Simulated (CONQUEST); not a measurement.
# Zr (P6_3/mmc) in CONQUEST: equation of state

How stiff is Zr in PBEsol, and what volume does it want? The cell is scaled to several volumes.

All numbers are computed with CONQUEST 1.3; they aren't measurements. Logs are shortened: lines on timing, memory, paths and dates and some standing lists are left out, and cuts for length are marked.

## 1. Starting point

It takes space group P6_3/mmc (No. 194, hexagonal). Conventional cell: a = 3.232 Å, b = 3.232 Å, c = 5.147 Å, α = 90.00°, β = 90.00°, γ = 120.00°. Zr (site symmetry -6m2) has 12 Zr at 3.18 to 3.23 Å as nearest neighbours.

## 2. Equation of state, PBEsol, 21.88 Å³/atom (volume scaled by 0.94)

The input, Conquest_input:

```
IO.Title Zr
IO.Coordinates coords.dat
IO.FractionalAtomicCoords T
IO.Iprint 2
IO.Iprint_init 1
General.NumberOfSpecies 1
General.PseudopotentialType hamann
AtomMove.TypeOfRun static
AtomMove.FullStress T
Grid.PointsAlongX 32
Grid.PointsAlongY 48
Grid.PointsAlongZ 60
DM.SolutionMethod diagon
Diag.MPMesh T
Diag.GammaCentred T
Diag.MPMeshX 8
Diag.MPMeshY 5
Diag.MPMeshZ 5
Diag.kT 0.00183747
minE.SCTolerance 1e-6
SC.MaxIters 100
IO.AtomChargeOutput T
%block ChemicalSpeciesLabel
1 91.220 Zr
%endblock
```

The input, coords.dat:

```
    5.9829150579     0.0000000000     0.0000000000
    0.0000000000     9.5278662756     0.0000000000
    0.0000000000     0.0000000000    10.3627128575
4
  0.0000000000   0.7500000000   0.3333333330 1 T T T
  0.5000000000   0.7500000000   0.8333333330 1 T T T
  0.0000000000   0.2500000000   0.6666666670 1 T T T
  0.5000000000   0.2500000000   0.1666666670 1 T T T
```

Potentials or basis: PseudoDojo NC PBEsol, DZP, grid of 32 × 48 × 60 points.

Launch:

```console
OMP_NUM_THREADS=1 Conquest
```

The log of the run:

```text
Simulation cell dimensions:     5.9829 a0 x     9.5279 a0 x    10.3627 a0

      Atomic coordinates (a0)
         Atom         X         Y         Z  Species
            1    0.0000    7.1459    3.4542        1
            2    2.9915    7.1459    8.6356        1
            3    0.0000    2.3820    6.9085        1
            4    2.9915    2.3820    1.7271        1

         Monkhorst-Pack mesh:   8 x   5 x   5 gamma-centred
        This calculation includes non-local pseudopotentials,
         with a maximum core radius of      8.21534024

    Job title: Zr
    Job to be run: static calculation

[... 5 lines left out ...]
      Using Fermi-Dirac smearing

    Integration grid size:     32 x   48 x   60

    Integration grid spacing:  0.187 a0 x 0.198 a0 x 0.173 a0

    Number of species:  1
    --------------------------------------------------------
    |   #  mass (au)  Charge (e)  SF Rad (a0)  NSF  Label  |
    --------------------------------------------------------
    |   1     91.220      12.000        8.535   19  Zr     |
    --------------------------------------------------------
          SCF tolerance:                 0.00000100
          SCF iterations:               100

    LibXC version:  6. 2. 2
    Using the GGA functional Perdew, Burke & Ernzerhof SOL
    Using the GGA functional Perdew, Burke & Ernzerhof SOL

           radial cut-off to be used is taken to be max PAO cut-off radius for this species:    8.215340

           greatest ang. mom. for making density from PAOs:  2
    Minimum blocs/proc is     1440. Maximum blocs/proc is     1440
    set_atom_dens: In set_atomic_density, electrons :      48.000000000000
 matrix_size & matrix_size_padH =           76          76

    Screened ion int: energy:    -145.923403876211 Ha

    new_SC_potl: Starting.  Tolerance:  0.10000E-05

    PulayMixSC: Starting Pulay mixing, A_up =  0.500 A_dn =  0.500
    PulayMixSC: Spin non-polarised calculation.
          Harris-Foulkes Energy            :      -202.362857018998966 Ha
          GroundState Energy (E-(1/2)TS)   :      -202.363427143416743 Ha
          Free Energy (E-TS)               :      -202.363997267834520 Ha
          DFT Total Energy                 :      -202.335082755391767 Ha
          Total number of electrons        :        47.999999999998998
    PulayMixSC: Pulay iteration     1 residual:              0.16948E-02
          Harris-Foulkes Energy            :      -202.346106986889879 Ha
          GroundState Energy (E-(1/2)TS)   :      -202.346698759814046 Ha
          Free Energy (E-TS)               :      -202.347290532738214 Ha
          DFT Total Energy                 :      -202.344755552091840 Ha
          Total number of electrons        :        48.000066051907964
    PulayMixSC: Pulay iteration     2 residual:              0.49390E-03
          Harris-Foulkes Energy            :      -202.345199389340792 Ha
          GroundState Energy (E-(1/2)TS)   :      -202.345801076786728 Ha
          Free Energy (E-TS)               :      -202.346402764232664 Ha
          DFT Total Energy                 :      -202.345181473384912 Ha
          Total number of electrons        :        48.000107507448035
    PulayMixSC: Pulay iteration     3 residual:              0.13220E-03
          Harris-Foulkes Energy            :      -202.345182669385167 Ha
          GroundState Energy (E-(1/2)TS)   :      -202.345785745293739 Ha
          Free Energy (E-TS)               :      -202.346388821202282 Ha
          DFT Total Energy                 :      -202.345182274450792 Ha
          Total number of electrons        :        48.000128044278114
    PulayMixSC: Pulay iteration     4 residual:              0.10127E-04
          Harris-Foulkes Energy            :      -202.345182591538617 Ha
          GroundState Energy (E-(1/2)TS)   :      -202.345785565950052 Ha
          Free Energy (E-TS)               :      -202.346388540361517 Ha
          DFT Total Energy                 :      -202.345182574140921 Ha
          Total number of electrons        :        48.000128933624126
    PulayMixSC: Pulay iteration     5 residual:              0.15885E-05
          Harris-Foulkes Energy            :      -202.345183277858155 Ha
          GroundState Energy (E-(1/2)TS)   :      -202.345786203471505 Ha
          Free Energy (E-TS)               :      -202.346389129084855 Ha
          DFT Total Energy                 :      -202.345183276840032 Ha
          Total number of electrons        :        48.000128839402393
    PulayMixSC: Pulay iteration     6 residual:              0.45986E-06
    PulayMixSC: Reached SCF tolerance of  0.45986E-06 after      6 iterations
      | Number of electrons      =        48.000129
      |* band energy as 2Tr[K.H] =       -50.917135583128655 Ha
      |  screened ion-ion energy =      -145.923403876211438 Ha
      |  Ha correction           =         1.161424822967754 Ha
      |  XC correction           =        -6.666058491009836 Ha
      | GS Energy as E-(1/2)TS   =      -202.345786203471505 Ha
      | Free Energy as E-TS      =      -202.346389129084855 Ha
      |* Harris-Foulkes energy   =      -202.345183277858155 Ha
      |* DFT total energy        =      -202.345183276840032 Ha
      |  estimated accuracy      =        -0.000000001018122 Ha

    force: Forces on atoms (Ha/a0)
    force:  Atom   X              Y              Z
    force:     1  -0.0000000000   0.0000000000  -0.0003061765
    force:     2  -0.0000000000   0.0000000000  -0.0003061765
    force:     3   0.0000000000  -0.0000000000   0.0003061765
    force:     4  -0.0000000000  -0.0000000000   0.0003061765

    force: Maximum force :        0.00030618(Ha/a0) on atom         1 in z direction
    force: Force Residual:        0.00030618 Ha/a0
    force: Total stress:         -4.34233951     0.00000000     0.00000000 GPa
                             0.00000000    -5.64733601     0.00000000
                             0.00000000     0.00000000    -4.18178185
    force: Average pressure:      4.72381912 GPa

    force: Finished force
    get_E_and_F: Change in energy during last step of electronic optimisation: -0.68632E-06

    BIBLIOGRAPHY: Please consider citing the following references in the conquest.bib file

    CONQUEST:         Bowler2002pt, Miyazaki2004, Nakata2020
    Basis:            Bowler2019
    DM:               Bowler:2006xr
    Pseudopotentials: Hamann2013, Bowler2019
    XC references from LibXC:
```

Wall time 83 s (1 thread of Intel Xeon 6975P-C (Granite Rapids), shared host); peak memory 1.2 GiB.

What came out:

```
Free energy            : -5506.1258 eV
Pressure               : 4.7 GPa
Largest force          : 0.016 eV/Å
Band gap on the k mesh : none (metal or under the smearing width)
```

Caveat: the basis of atomic orbitals isn't converged, which shifts pressures, moduli and gaps.

## 3. Equation of state, PBEsol, 22.35 Å³/atom (volume scaled by 0.96)

Conquest_input is that of step 2.

The input, coords.dat:

```
    6.0250496507     0.0000000000     0.0000000000
    0.0000000000     9.5949661361     0.0000000000
    0.0000000000     0.0000000000    10.4356921130
4
  0.0000000000   0.7500000000   0.3333333330 1 T T T
  0.5000000000   0.7500000000   0.8333333330 1 T T T
  0.0000000000   0.2500000000   0.6666666670 1 T T T
  0.5000000000   0.2500000000   0.1666666670 1 T T T
```

Potentials or basis: PseudoDojo NC PBEsol, DZP, grid of 32 × 48 × 60 points.

Launch:

```console
OMP_NUM_THREADS=1 Conquest
```

Run time: 85 s. Hardware: 1 thread of Intel Xeon 6975P-C (Granite Rapids), shared host; peak memory 1.2 GiB.

Results (log left out):

```
Free energy            : -5506.1667 eV
Pressure               : 2.4 GPa
Largest force          : 0.004 eV/Å
Band gap on the k mesh : none (metal or under the smearing width)
```

Caveat: the basis of atomic orbitals isn't converged, which shifts pressures, moduli and gaps.

## 4. Equation of state, PBEsol, 22.82 Å³/atom (volume scaled by 0.98)

Conquest_input is that of step 3.

The input, coords.dat:

```
    6.0666030302     0.0000000000     0.0000000000
    0.0000000000     9.6611404075     0.0000000000
    0.0000000000     0.0000000000    10.5076646778
4
  0.0000000000   0.7500000000   0.3333333330 1 T T T
  0.5000000000   0.7500000000   0.8333333330 1 T T T
  0.0000000000   0.2500000000   0.6666666670 1 T T T
  0.5000000000   0.2500000000   0.1666666670 1 T T T
```

Launch:

```console
OMP_NUM_THREADS=1 Conquest
```

Run time: 77 s. Hardware: 1 thread of Intel Xeon 6975P-C (Granite Rapids), shared host; peak memory 1.1 GiB.

It converged, with:

| Property | Result |
| --- | --- |
| Free energy | -5506.1825 eV |
| Pressure | 0.2 GPa |
| Band gap on the k mesh | none (metal or under the smearing width) |

Caveat: the basis of atomic orbitals isn't converged, which shifts pressures, moduli and gaps.

## 5. Equation of state, PBEsol, 23.28 Å³/atom

Conquest_input is that of step 4.

The input, coords.dat:

```
    6.1075948348     0.0000000000     0.0000000000
    0.0000000000     9.7264203634     0.0000000000
    0.0000000000     0.0000000000    10.5786645658
4
  0.0000000000   0.7500000000   0.3333333330 1 T T T
  0.5000000000   0.7500000000   0.8333333330 1 T T T
  0.0000000000   0.2500000000   0.6666666670 1 T T T
  0.5000000000   0.2500000000   0.1666666670 1 T T T
```

Launch:

```console
OMP_NUM_THREADS=1 Conquest
```

It took 78 s on 1 thread of Intel Xeon 6975P-C (Granite Rapids), shared host; peak memory 1.1 GiB.

Results (log left out):

- Free energy: -5506.1729 eV
- Pressure: -1.8 GPa
- Band gap on the k mesh: none (metal or under the smearing width)

Caveat: the basis of atomic orbitals isn't converged, which shifts pressures, moduli and gaps.

## 6. Equation of state, PBEsol, 23.75 Å³/atom (volume scaled by 1.02)

Conquest_input is that of step 5.

The input, coords.dat:

```
    6.1480436615     0.0000000000     0.0000000000
    0.0000000000     9.7908356206     0.0000000000
    0.0000000000     0.0000000000    10.6487239887
4
  0.0000000000   0.7500000000   0.3333333330 1 T T T
  0.5000000000   0.7500000000   0.8333333330 1 T T T
  0.0000000000   0.2500000000   0.6666666670 1 T T T
  0.5000000000   0.2500000000   0.1666666670 1 T T T
```

Potentials or basis: PseudoDojo NC PBEsol, DZP, grid of 32 × 48 × 60 points.

Launch:

```console
OMP_NUM_THREADS=1 Conquest
```

Run time: 74 s. Hardware: 1 thread of Intel Xeon 6975P-C (Granite Rapids), shared host; peak memory 1.1 GiB.

Results (log left out):

| Property | Result |
| --- | --- |
| Free energy | -5506.1417 eV |
| Pressure | -3.6 GPa |
| Band gap on the k mesh | none (metal or under the smearing width) |

Caveat: the basis of atomic orbitals isn't converged, which shifts pressures, moduli and gaps.

## 7. Equation of state, PBEsol, 24.21 Å³/atom (volume scaled by 1.04)

Conquest_input is that of step 6.

The input, coords.dat:

```
    6.1879671415     0.0000000000     0.0000000000
    0.0000000000     9.8544142568     0.0000000000
    0.0000000000     0.0000000000    10.7178734846
4
  0.0000000000   0.7500000000   0.3333333330 1 T T T
  0.5000000000   0.7500000000   0.8333333330 1 T T T
  0.0000000000   0.2500000000   0.6666666670 1 T T T
  0.5000000000   0.2500000000   0.1666666670 1 T T T
```

Launch:

```console
OMP_NUM_THREADS=1 Conquest
```

It took 74 s on 1 thread of Intel Xeon 6975P-C (Granite Rapids), shared host; peak memory 1.1 GiB.

The run converged. Its results:

```yaml
Free_energy: -5506.0887 eV
Pressure: -5.3 GPa
Largest_force: 0.006 eV/Å
Band_gap_on_the_k_mesh: none (metal or under the smearing width)
```

Caveat: the basis of atomic orbitals isn't converged, which shifts pressures, moduli and gaps.

## 8. Equation of state, PBEsol, 24.68 Å³/atom (volume scaled by 1.06)

Conquest_input is that of step 7.

The input, coords.dat:

```
    6.2273820078     0.0000000000     0.0000000000
    0.0000000000     9.9171829188     0.0000000000
    0.0000000000     0.0000000000    10.7861420354
4
  0.0000000000   0.7500000000   0.3333333330 1 T T T
  0.5000000000   0.7500000000   0.8333333330 1 T T T
  0.0000000000   0.2500000000   0.6666666670 1 T T T
  0.5000000000   0.2500000000   0.1666666670 1 T T T
```

Launch:

```console
OMP_NUM_THREADS=1 Conquest
```

It took 71 s on 1 thread of Intel Xeon 6975P-C (Granite Rapids), shared host; peak memory 1 GiB.

It converged, with:

```
Free energy            : -5506.0172 eV
Pressure               : -6.8 GPa
Largest force          : 0.005 eV/Å
Band gap on the k mesh : none (metal or under the smearing width)
```

Caveat: the basis of atomic orbitals isn't converged, which shifts pressures, moduli and gaps.

## 9. Equation of state, PBEsol

Potentials or basis: PseudoDojo NC PBEsol, DZP, grid of 32 × 48 × 60 points.

This step only gathers the single runs of the series.

Results:

```yaml
Equilibrium_volume: 22.87 Å³/atom
Bulk_modulus_at_fixed_shape_and_positions: 102 GPa
Pressure_derivative_of_the_bulk_modulus: "2.7 (rough: it moves with the points fitted)"
```

Energy against volume, from the lowest point:
```tsv
volume (Å³/atom)	energy (meV/atom)
21.884	14.18
22.350	3.96
22.815	0.00
23.281	2.38
23.746	10.20
24.212	23.44
24.678	41.32
```

Caveat: the fit is doubtful: noisy points or a state that changes with volume; the DZP basis gives volumes some 2 % larger than converged bases do, and moduli off by several per cent; the cell was scaled at fixed shape and fractional positions, which overstates the stiffness of a crystal with free parameters, most of all of layers and chains; the basis of atomic orbitals isn't converged, which shifts pressures, moduli and gaps.
